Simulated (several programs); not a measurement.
**Many methods on one cell: PbTiO3 (Pm-3m)**

Measured values to be reproduced:
- volume: 12.46 Å³ an atom (763 K; Crystallography Open Database)

PbTiO3 (started from an entry of an open crystallographic database), relaxed with r2SCAN in Ansatz, was computed with several methods. Space group Pm-3m (No. 221), cubic; a = 3.935 Å in the conventional setting, 12.19 Å³ an atom. Ti is surrounded by 6 O at 1.97 Å; Pb is surrounded by 12 O at 2.78 Å; O is surrounded by 2 Ti at 1.97 Å and 4 Pb at 2.78 Å. The values are computed, spin-unpolarised.

```yaml
crystal:
  lattice:
    - [3.93507, 0.00000, 0.00000]
    - [0.00000, 3.93507, 0.00000]
    - [0.00000, 0.00000, 3.93507]
  atoms:
    - { symbol: Ti, position: [0.50000, 0.50000, 0.50000] }
    - { symbol: Pb, position: [0.00000, 0.00000, 0.00000] }
    - { symbol: O, position: [0.00000, 0.50000, 0.50000] }
    - { symbol: O, position: [0.50000, 0.00000, 0.50000] }
    - { symbol: O, position: [0.50000, 0.50000, 0.00000] }
```

Gaps and times are for a single point on this cell; volume and bulk modulus come from each method's own relaxation or energy curve at fixed shape. Times are rough, from shared hosts (Arm Neoverse V2), and each method has its own mesh and cell size. Gaps from k meshes are read at a limited set of points (mesh, symmetry points, PBE's band edges), so each method's own least gap may be somewhat smaller. Minimal bases can be far off for gaps. Times of the plane-wave rungs are withheld (a dash), since they come from other jobs, hosts and meshes; the meshes of hybrids and Hartree-Fock don't converge their gaps to the digits shown. GLLB-SC's gap includes the derivative discontinuity. G0W0 is at finite bands, cutoff and mesh. d marks a direct gap, i an indirect one (no mark: not told apart), a dash a value that wasn't computed or didn't pass its checks.

```csv
method,kind,gap (eV),own volume (Å³/atom),bulk modulus (GPa),atoms computed,processor time
PBEsol,semilocal,–,12.04,–,5,–
"light PBE (260 eV, its own mesh)",light plane-wave,1.24 d,–,–,5,0.84 s
PBE,semilocal,1.63 i,12.48,173,5,–
r2SCAN,semilocal,1.92 i,12.19,193,5,–
PBE/SZV (CP2K),small basis,1.06 i,12.70,179,5,8.7 s
GLLB-SC (GPAW),model potential,3.06,–,–,5,13 s
PBE/DZVP (CP2K),small basis,1.60 i,12.51,177,5,26 s
G0W0@PBE (120 eV screening cutoff),many-body,2.91,–,–,5,–
LDA,semilocal,1.57 i,11.72,–,5,–
r2SCANh,hybrid,2.60 i,–,–,5,–
PBE+SOC,semilocal,1.59 i,–,–,5,–
HSE06,hybrid,2.72 i,–,–,5,–
DDH-PBE0,hybrid,2.44 i,–,–,5,–
PBE0,hybrid,3.43 i,–,–,5,–
```

Against HSE06 (2.72 eV) the nearest gap at the points sampled is that of r2SCANh (-0.12 eV) and the farthest that of PBE/SZV (CP2K) (-1.66 eV). HSE06 is only a yardstick of convenience, and nearness to it can be luck.

Volumes against r2SCAN's: PBEsol -1.2 %, PBE +2.4 %, PBE/SZV (CP2K) +4.2 %, PBE/DZVP (CP2K) +2.7 %, LDA -3.8 %.

Comparison with experiment:
- Volume, measured 12.46 Å³ an atom: PBEsol -3.3 %, PBE +0.2 %, r2SCAN -2.2 %, PBE/SZV (CP2K) +1.9 %, PBE/DZVP (CP2K) +0.5 %, LDA -5.9 %.
The calculations are for a static lattice; samples hold vibrations, temperature and, in optical gaps, excitons. A measured value is shown where most reports agree with it, and only for the quantities listed.

Only the rows marked +SOC include spin-orbit coupling.
